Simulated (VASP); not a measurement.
**BN (Qingsongite): relaxation of the atoms with LDA**

The system is BN (Qingsongite).

```
CELL_PARAMETERS angstrom
0.00000 1.80323 1.80323
1.80323 0.00000 1.80323
1.80323 1.80323 0.00000
ATOMIC_POSITIONS crystal
B 0.00000 0.00000 0.00000
N 0.25000 0.25000 0.25000
```

The cell isn't the ideal one: a relaxed cell with its volume scaled by 1.02.

| Quantity | Value |
| --- | --- |
| Program | VASP 6.6.1 |
| Task | relaxation of the atoms |
| Functional | LDA |
| Potentials or basis | VASP PAW LDA potentials, release 64 (B, N) |
| Cutoff | 600 eV |
| k mesh | 14 × 14 × 14 |
| Occupations | gaussian, width 0.03 eV |
| Spin | no spin polarisation |
| Further INCAR settings | ALGO = Fast; EDIFF = 1e-07; IBRION = 2; EDIFFG = -0.01; NSW = 40 |

The pressure after relaxing is -7.7 GPa. The band gap on the k mesh is 4.35 eV, indirect (least direct gap 8.72 eV).

Final structure:
```yaml
crystal:
  lattice:
    - [0.00000, 1.80323, 1.80323]
    - [1.80323, 0.00000, 1.80323]
    - [1.80323, 1.80323, 0.00000]
  atoms:
    - { symbol: B, position: [0.00000, 0.00000, 0.00000] }
    - { symbol: N, position: [0.25000, 0.25000, 0.25000] }
```

Levels at points of the mesh, in eV from the valence-band top:
```csv
k point,band 1,band 2,band 3,band 4,band 5,band 6,band 7,band 8
"(0.00, 0.00, 0.00)",-20.15,0.00,0.00,0.00,8.72,8.72,8.72,10.56
"(0.50, 0.00, 0.00)",-15.83,-10.78,-1.96,-1.96,10.30,10.60,10.60,15.09
"(0.50, 0.50, 0.00)",-14.45,-8.93,-4.96,-4.96,4.35,9.19,17.81,17.81
```

Run time: 7.2 s on 1 thread of Intel(R) Xeon(R) Platinum 8488C (Sapphire Rapids), with other jobs on the host, peak memory 0.12 GiB.

Caveat: the relaxation stopped at its first step, so nothing moved. A k mesh can miss the band edges.
